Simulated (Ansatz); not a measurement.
# ZnS: properties of a relaxed candidate

The task, for ZnS: see how the gap depends on the functional.

Program: Ansatz 0.2.0. Level of theory: DFT PBE, scalar-relativistic, plane waves, PAW, unless a step names another level. These are calculated values, not measurements.

## 1. Starting point

It takes space group P3_221 (No. 154, trigonal). The conventional cell has a = 6.077 Å, b = 6.077 Å, c = 3.700 Å, α = 90.00°, β = 90.00°, γ = 120.00°. Zn (site symmetry 2) has 4 S at 2.37 to 2.38 Å as nearest neighbours. Around S (site symmetry 2) lie 4 Zn at 2.37 to 2.38 Å.

Coordinates:

```cif
data_structure
_symmetry_space_group_name_H-M 'P3_221'
_symmetry_Int_Tables_number 154
_cell_length_a 6.0765
_cell_length_b 6.0765
_cell_length_c 3.7001
_cell_angle_alpha 90.000
_cell_angle_beta 90.000
_cell_angle_gamma 120.000
_cell_volume 118.32
loop_
_atom_site_label
_atom_site_type_symbol
_atom_site_symmetry_multiplicity
_atom_site_Wyckoff_symbol
_atom_site_fract_x
_atom_site_fract_y
_atom_site_fract_z
_atom_site_occupancy
Zn1 Zn 3 a 0.61479 0.00000 0.66667 1
S1 S 3 b 0.36742 0.00000 0.16667 1
```

The cell was relaxed beforehand at this level, from a generated guess; it needn't be the stable form of this composition. At a tolerance of 0.02 Å it has space group P3_221 (No. 154); it has 19.72 Å³/atom, an uncorrected energy of -0.70 eV/atom over the elements and, on its mesh, gap 1.90 eV.

## 2. The same geometry with r2SCAN

File input.yaml:

```yaml
crystal:
  lattice:
    - [6.0765127438, 0.0, 0.0]
    - [-3.0382563719, 5.2624144026, 0.0]
    - [0.0, 0.0, 3.7001223624]
  atoms:
    - { symbol: Zn, position: [0.6147879959, 0.0, 0.6666666667] }
    - { symbol: Zn, position: [0.0, 0.6147879959, 0.3333333333] }
    - { symbol: Zn, position: [0.3852120041, 0.3852120041, 0.0] }
    - { symbol: S, position: [0.3674207599, 0.0, 0.1666666667] }
    - { symbol: S, position: [0.0, 0.3674207599, 0.8333333333] }
    - { symbol: S, position: [0.6325792401, 0.6325792401, 0.5] }
basis:
  ecutwfc: 500
kpoints:
  mp_grid: { grid: [6, 6, 8] }
  band_path:
    path:
      - [[0.0, 0.0, 0.0], [0.5, 0.0, 0.0], [0.33333333, 0.33333333, 0.0], [0.0, 0.0, 0.0], [0.0, 0.0, 0.5], [0.5, 0.0, 0.5], [0.33333333, 0.33333333, 0.5], [0.0, 0.0, 0.5]]
      - [[0.5, 0.0, 0.5], [0.5, 0.0, 0.0]]
      - [[0.33333333, 0.33333333, 0.5], [0.33333333, 0.33333333, 0.0]]
    npoints: 14
hamiltonian:
  xc: r2scan
scf:
  occupations: { method: gaussian, width: 0.02 }
  n_extra_bands: 15
output:
  forces: true
  stress: true
  eigenvalues: true
  populations: true
  dos: { projected: true, de: 0.02, nscf_kmesh: { grid: [9, 9, 12] } }
  bader: true
```

The run is started by

```
$ ansatz run input.yaml --threads 1 --pin off --max-ram 2560MiB --backend cpu --events-out ev --progress --plain --runs-dir out
```

## 3. Band edges anywhere in the zone (r2SCAN)

File input.yaml:

```yaml
crystal:
  lattice:
    - [6.0765127438, 0.0, 0.0]
    - [-3.0382563719, 5.2624144026, 0.0]
    - [0.0, 0.0, 3.7001223624]
  atoms:
    - { symbol: Zn, position: [0.6147879959, 0.0, 0.6666666667] }
    - { symbol: Zn, position: [0.0, 0.6147879959, 0.3333333333] }
    - { symbol: Zn, position: [0.3852120041, 0.3852120041, 0.0] }
    - { symbol: S, position: [0.3674207599, 0.0, 0.1666666667] }
    - { symbol: S, position: [0.0, 0.3674207599, 0.8333333333] }
    - { symbol: S, position: [0.6325792401, 0.6325792401, 0.5] }
basis:
  ecutwfc: 500
kpoints:
  mp_grid: { grid: [6, 6, 8] }
  band_path: { path: [VBM, CBM], npoints: 2 }
hamiltonian:
  xc: r2scan
scf:
  occupations: { method: gaussian, width: 0.02 }
output:
  forces: false
  stress: false
  eigenvalues: true
checkpoint:
  read: start.run
  write: ck
  compress: false
  write_wavefunctions: false
  write_every: 100000
```

## 4. Levels beside the edges (r2SCAN)

Edit input.yaml of step 3 so:

```diff
@@ -16,3 +16,2 @@
   mp_grid: { grid: [6, 6, 8] }
-  band_path: { path: [VBM, CBM], npoints: 2 }
 hamiltonian:
@@ -25,2 +24,35 @@
   eigenvalues: true
+  eigenstates:
+    kpoints:
+      - [0.0, 0.0, -0.046875]
+      - [0.019342141, -0.00967107, -0.046875]
+      - [-0.019342141, 0.00967107, -0.046875]
+      - [0.0, 0.016750785, -0.046875]
+      - [0.0, -0.016750785, -0.046875]
+      - [0.0, 0.0, -0.035097145]
+      - [0.0, 0.0, -0.058652855]
+      - [0.013676959, 0.005006114, -0.046875]
+      - [-0.013676959, -0.005006114, -0.046875]
+      - [0.013676959, -0.006838479, -0.038546799]
+      - [-0.013676959, 0.006838479, -0.055203201]
+      - [0.0, 0.011844594, -0.038546799]
+      - [0.0, -0.011844594, -0.055203201]
+      - [0.01116719, 0.004087475, -0.040075052]
+      - [-0.01116719, -0.004087475, -0.053674948]
+      - [0.0, 0.0, 0.0]
+      - [0.019342141, -0.00967107, 0.0]
+      - [-0.019342141, 0.00967107, 0.0]
+      - [0.0, 0.016750785, 0.0]
+      - [0.0, -0.016750785, 0.0]
+      - [0.0, 0.0, 0.011777855]
+      - [0.0, 0.0, -0.011777855]
+      - [0.013676959, 0.005006114, 0.0]
+      - [-0.013676959, -0.005006114, 0.0]
+      - [0.013676959, -0.006838479, 0.008328201]
+      - [-0.013676959, 0.006838479, -0.008328201]
+      - [0.0, 0.011844594, 0.008328201]
+      - [0.0, -0.011844594, -0.008328201]
+      - [0.01116719, 0.004087475, 0.006799948]
+      - [-0.01116719, -0.004087475, -0.006799948]
+    e_range: [-3.957351, 3.957351]
 checkpoint:
```

## 5. Level of theory: HSE06

File input.yaml:

```yaml
crystal:
  lattice:
    - [6.0765127438, 0.0, 0.0]
    - [-3.0382563719, 5.2624144026, 0.0]
    - [0.0, 0.0, 3.7001223624]
  atoms:
    - { symbol: Zn, position: [0.6147879959, 0.0, 0.6666666667] }
    - { symbol: Zn, position: [0.0, 0.6147879959, 0.3333333333] }
    - { symbol: Zn, position: [0.3852120041, 0.3852120041, 0.0] }
    - { symbol: S, position: [0.3674207599, 0.0, 0.1666666667] }
    - { symbol: S, position: [0.0, 0.3674207599, 0.8333333333] }
    - { symbol: S, position: [0.6325792401, 0.6325792401, 0.5] }
basis:
  ecutwfc: 420
kpoints:
  mp_grid: { grid: [3, 3, 6] }
  band_path:
    path:
      - [[0.0, 0.0, 0.0], [0.5, 0.0, 0.0], [0.33333333, 0.33333333, 0.0], [0.0, 0.0, 0.0], [0.0, 0.0, 0.5], [0.5, 0.0, 0.5], [0.33333333, 0.33333333, 0.5], [0.0, 0.0, 0.5]]
      - [[0.5, 0.0, 0.5], [0.5, 0.0, 0.0]]
      - [[0.33333333, 0.33333333, 0.5], [0.33333333, 0.33333333, 0.0]]
    npoints: 4
hamiltonian:
  xc: hse06
scf:
  occupations: { method: gaussian, width: 0.02 }
output:
  forces: true
  stress: true
  eigenvalues: true
  populations: true
  dos: { projected: true, de: 0.02 }
  bader: false
  write_density: true
  write_potential: true
  elf: true
  volumetric_format: npy
```

## 6. The same geometry with PBEsol

Edit input.yaml of step 5 so:

```diff
@@ -15,3 +15,3 @@
 kpoints:
-  mp_grid: { grid: [3, 3, 6] }
+  mp_grid: { grid: [6, 6, 8] }
   band_path:
@@ -21,7 +21,8 @@
       - [[0.33333333, 0.33333333, 0.5], [0.33333333, 0.33333333, 0.0]]
-    npoints: 4
+    npoints: 14
 hamiltonian:
-  xc: hse06
+  xc: pbesol
 scf:
   occupations: { method: gaussian, width: 0.02 }
+  n_extra_bands: 15
 output:
@@ -31,4 +32,4 @@
   populations: true
-  dos: { projected: true, de: 0.02 }
-  bader: false
+  dos: { projected: true, de: 0.02, nscf_kmesh: { grid: [9, 9, 12] } }
+  bader: true
   write_density: true
```

(Steps that only read results are left out.)

**Question.** What will these runs give? Wanted: gap; Bader charges; gap over the zone; valence top, conduction bottom; hole masses; electron masses (for each run or level that gives them).

The runs gave:

| quantity | value |
| --- | --- |
| gap (r2SCAN) | 2.46 eV, indirect on the path |
| Bader charges (r2SCAN) | Zn +0.97, S -0.97 e |
| gap over the zone (r2SCAN) | 2.46 eV, indirect |
| valence top, conduction bottom (fractional k) (r2SCAN) | (0.000, 0.000, -0.047), (0.000, 0.000, 0.000) |
| hole masses (r2SCAN) | 0.49 to 1.53 m0 along the directions sampled |
| electron masses (r2SCAN) | 0.17 to 0.19 m0 along the directions sampled |
| gap (HSE06) | 3.10 eV, direct on the path |
| gap (PBEsol) | 1.77 eV, indirect on the path |
| Bader charges (PBEsol) | Zn +0.87, S -0.87 e |

**Reading.** The gap runs from 1.77 eV with PBEsol to 3.10 eV with HSE06. Exact exchange in HSE06 widens it by 1.21 eV. At this fixed cell PBEsol gives -3.6 GPa, so it would relax to a smaller volume. HSE06 cost 5.3 times the CPU time of PBE on a shared host.
